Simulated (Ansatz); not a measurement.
GaP:

```
Ga P
1.0
     0.00000    2.72525    2.72525
     2.72525    0.00000    2.72525
     2.72525    2.72525    0.00000
Ga P
1 1
Direct
  0.00000 0.00000 0.00000
  0.75000 0.75000 0.75000
```

Base run:

| Item | Value |
| --- | --- |
| Program | Ansatz 0.2.0 |
| Functional | PBEsol |
| Potentials or basis | all-electron LAPW, relativistic spinors |
| Cutoff | 278 eV (chosen from the basis error) |
| Basis error allowed | 0.001 eV/atom |
| k mesh | 6 × 6 × 6 |
| Occupations | fermi-dirac, width 0.05 eV |
| Spin | spin-orbit coupling, no magnetisation |

Its results: band gap on the k mesh 1.48 eV, indirect (least direct gap 1.72 eV); pressure -0.6 GPa.

The run is repeated on the same cell with these changes: functional from PBEsol to PBE. What comes out?

Band gap on the k mesh 1.62 eV, indirect (least direct gap 1.80 eV); pressure 2.5 GPa.

PBE binds less tightly than PBEsol, so the same cell stands under more pressure.

A k mesh can miss the band edges.
